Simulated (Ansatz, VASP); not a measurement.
Ti: VASP beside Ansatz

Contents of INCAR:

```
PREC = Accurate
ENCUT = 520
EDIFF = 1E-6
ISMEAR = 0
SIGMA = 0.15
LREAL = F
LASPH = T
NELM = 100
ALGO = Fast
ISIF = 2
LWAVE = F
LCHARG = F
GGA = PS
NBANDS = 12
```

File KPOINTS:

```
Automatic mesh
0
Gamma
  20 20 20
```

The input POSCAR:

```
Ti
1.0
   -1.6410000000      1.7640750000      1.6410000000
    1.6410000000     -1.7640750000      1.6410000000
    1.6410000000      1.7640750000     -1.6410000000
Ti
1
Direct
    0.0000000000      0.0000000000      0.0000000000
```

Input for Ansatz:

```yaml
crystal:
  lattice:
    - [-1.641, 1.764075, 1.641]
    - [1.641, -1.764075, 1.641]
    - [1.641, 1.764075, -1.641]
  atoms:
    - { symbol: Ti, position: [0.0, 0.0, 0.0] }
basis:
  ecutwfc: 420
kpoints:
  mp_grid: { grid: [20, 20, 20] }
hamiltonian:
  xc: pbesol
scf:
  occupations: { method: gaussian, width: 0.15 }
output:
  forces: true
  stress: true
  eigenvalues: true
```

Change from the starting cell: strain +0.0750 x Voigt [0, 1, 0, 0, 0, 0], atoms carried along.

Alike in both runs: task single point; functional PBEsol; k mesh 20 × 20 × 20; occupations gaussian, width 0.15 eV; no spin polarisation.

|  | VASP | Ansatz |
| --- | --- | --- |
| version | VASP 6.6.1 | Ansatz 0.2.0 |
| potentials or method | VASP PAW PBE potentials, release 64 (Ti_sv) | scalar-relativistic, plane waves, PAW |
| plane-wave cutoff (eV) | 520 | 420 |
| valence electrons in the cell | 12 | 12 |

```tsv
	VASP	Ansatz	Ansatz less VASP
gap on the k mesh at the Fermi level (eV)	none	none	-
pressure (GPa)	-12.3	-12.2	+0.12
largest component of the traceless stress (GPa)	1.12	1.13	+0.006
```

A gap of «none» marks a metal or a gap that the smearing closes.

Caveats: the PAW data sets were made with another functional, which shifts forces and pressure a little (VASP).
